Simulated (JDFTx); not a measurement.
**SiC (Moissanite 3C) under changes of volume**

One of the cells (10.346 Å³/atom); the others are scaled copies at fixed shape and fractional positions:

```
Si C
1.0
     0.00000    2.17900    2.17900
     2.17900    0.00000    2.17900
     2.17900    2.17900    0.00000
Si C
1 1
Direct
  0.00000 0.00000 0.00000
  0.75000 0.75000 0.75000
```

```yaml
Program: JDFTx 1.7.0 (patched build)
Functional: PBEsol
Potentials_or_basis: PseudoDojo-SR-PBEsol-0.4.1-standard with smoothed tails
Cutoff: 1116 eV
Density_cutoff: 8925 eV
k_mesh: 10 × 10 × 10
Occupations: fermi-dirac, width 0.05 eV
Spin: no spin polarisation
```

| volume (Å³/atom) | energy over the lowest point (meV/atom) | pressure (GPa) | gap on the mesh (eV) |
| --- | --- | --- | --- |
| 9.725 | 28.05 | 15.2 | 1.18 |
| 9.932 | ? | ? | ? |
| 10.139 | 2.86 | 4.5 | 1.22 |
| 10.346 | 0.00 | -0.1 | 1.24 |
| 10.553 | 2.84 | -4.3 | 1.26 |
| 10.760 | 10.85 | -8.1 | 1.27 |
| 10.967 | 23.54 | -11.6 | 1.29 |

**Question.** What does the run at 9.932 Å³/atom give?

**Answer.** Energy over the lowest point 11.99 meV/atom; pressure 9.6 GPa; gap on the mesh 1.20 eV.

Worked out: A Birch-Murnaghan fit of order 3 (a polynomial in V^(-2/3)) to the other rows has its minimum at 10.34 Å³/atom with B0 = V·E''(V) = 220 GPa and B' = 3.9. It gives 11.99 meV/atom at 9.932 Å³/atom, against the run's 11.99, and -dE/dV = 9.7 GPa, against 9.6. A straight line through the other rows of the gap, of slope 0.907 eV per unit of ln V, gives 1.20 eV, against the run's 1.20.

Energies are extrapolated to zero smearing.

A mesh can miss the band edges.
